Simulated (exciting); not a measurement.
TiB2: equation of state with PBEsol

Crystal: TiB2.

```
Ti B
1.0
     3.02920    0.00000    0.00000
    -1.51460    2.62336    0.00000
     0.00000    0.00000    3.22840
Ti B
1 2
Direct
  0.00000 0.00000 0.00000
  0.66667 0.33333 0.50000
  0.33333 0.66667 0.50000
```

```
Program                                  : exciting (release sodium)
Task                                     : equation of state
Functional                               : PBEsol
Potentials or basis                      : all-electron LAPW+lo, shipped species files, valence relativity iora*
rgkmax                                   : 7
k mesh                                   : 10 × 10 × 8
Occupations                              : fermi-dirac, width 0.05 eV
Spin                                     : no spin polarisation
gmaxvr (cutoff of density and potential) : 14 1/bohr
lmaxapw (and lmaxmat)                    : 10
lmaxvr                                   : 8
nempty                                   : 16
Valence relativity                       : iora*
Muffin-tin radii                         : Ti 2.0, B 1.45 bohr
```

```
Equilibrium volume                        : 8.39 Å³/atom
Bulk modulus at fixed shape and positions : 267 GPa
Pressure derivative of the bulk modulus   : 3.8
```

Energy against volume, from the lowest point:
| volume (Å³/atom) | energy (meV/atom) |
| --- | --- |
| 8.039 | 13.01 |
| 8.210 | 3.29 |
| 8.381 | 0.00 |
| 8.723 | 10.43 |
| 8.894 | 23.11 |
| 9.065 | 40.11 |

Caveat: the cell was scaled at fixed shape and fractional positions, which overstates the stiffness of a crystal with free parameters, most of all of layers and chains.
